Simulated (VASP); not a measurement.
**KCl: equation of state with PBE**

Crystal: KCl.

```xyz
2
Lattice="3.8392 0.0000 0.0000 0.0000 3.8392 0.0000 0.0000 0.0000 3.8392" Properties=species:S:1:pos:R:3 pbc="T T T"
K     0.0000    0.0000    0.0000
Cl    1.9196    1.9196    1.9196
```

Measurements of this composition are mostly on another form, of space group No. 225.

```yaml
Program: VASP 6.6.1
Task: equation of state
Functional: PBE
Potentials_or_basis: VASP PAW PBE potentials, release 64 (K_sv, Cl)
Cutoff: 520 eV
k_mesh: 7 × 7 × 7
Occupations: fermi-dirac, width 0.05 eV
Spin: no spin polarisation
Further_INCAR_settings: ALGO = Normal; EDIFF = 1e-07; NBANDS = 15
```

```
Equilibrium volume                      : 28.31 Å³/atom
Bulk modulus                            : 18.6 GPa
Pressure derivative of the bulk modulus : 4.7
```

Energy against volume, from the lowest point:
| volume (Å³/atom) | energy (meV/atom) |
| --- | --- |
| 26.596 | 6.78 |
| 27.162 | 2.91 |
| 27.728 | 0.71 |
| 28.294 | 0.00 |
| 28.860 | 0.59 |
| 29.426 | 2.37 |
| 29.991 | 5.21 |

All runs of the series together: 90 s on 1 thread of Intel(R) Xeon(R) Platinum 8488C (Sapphire Rapids), on a shared host.
